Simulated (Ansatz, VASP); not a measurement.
Two plane-wave programs on IrO

INCAR

```
ALGO = Normal
EDIFF = 1E-7
ENCUT = 520
GGA = PE
ISIF = 2
ISMEAR = 0
LASPH = T
LCHARG = F
LREAL = F
LWAVE = F
NBANDS = 14
NELM = 100
PREC = Accurate
SIGMA = 0.1
```

File KPOINTS:

```
k-points
0
Gamma
  16 16 16
```

POSCAR

```
IrO
1.0
    0.0000000000      2.5341682273      2.5341682273
    2.5341682273      0.0000000000      2.5341682273
    2.5341682273      2.5341682273      0.0000000000
Ir O
1 1
Direct
    0.0000000000      0.0000000000      0.0000000000
    0.2500000000      0.2500000000      0.2500000000
```

Input for Ansatz:

```yaml
crystal:
  lattice:
    - [0.0, 2.5341682265, 2.5341682265]
    - [2.5341682265, 0.0, 2.5341682265]
    - [2.5341682265, 2.5341682265, 0.0]
  atoms:
    - { symbol: Ir, position: [0.0, 0.0, 0.0] }
    - { symbol: O, position: [0.25, 0.25, 0.25] }
basis:
  ecutwfc: 420
kpoints:
  mp_grid: { grid: [16, 16, 16] }
hamiltonian:
  xc: pbe
scf:
  occupations: { method: gaussian, width: 0.1 }
output:
  forces: true
  stress: true
  eigenvalues: true
  write_density: true
  write_potential: true
  elf: true
  volumetric_format: npy
```

Alike in both runs: task single point; functional PBE; k mesh 16 × 16 × 16; occupations gaussian, width 0.1 eV; no spin polarisation.

|  | VASP | Ansatz |
| --- | --- | --- |
| version | VASP 6.6.1 | Ansatz 0.2.0 |
| potentials or method | VASP PAW PBE potentials, release 64 (Ir, O) | scalar-relativistic, plane waves, PAW |
| plane-wave cutoff (eV) | 520 | 420 |
| valence electrons in the cell | 15 | 23 |

VASP gave:

* gap on the k mesh at the Fermi level (eV): none
* pressure (GPa): -20.5

Q: Estimate Ansatz's values.

A: gap on the k mesh at the Fermi level (eV): none; pressure (GPa): -20.8.

A gap of «none» marks a metal or a gap that the smearing closes. The two sets of potentials don't hold the same shells in valence.

Caveats: so large a pressure means that the cell lies far from this level's equilibrium, or that cutoff or potentials fall short (VASP); an odd number of electrons without spin polarisation forces a metal; a magnetic or distorted state may lie lower. The runs have no spin-orbit coupling, so splittings on Ir are missing.
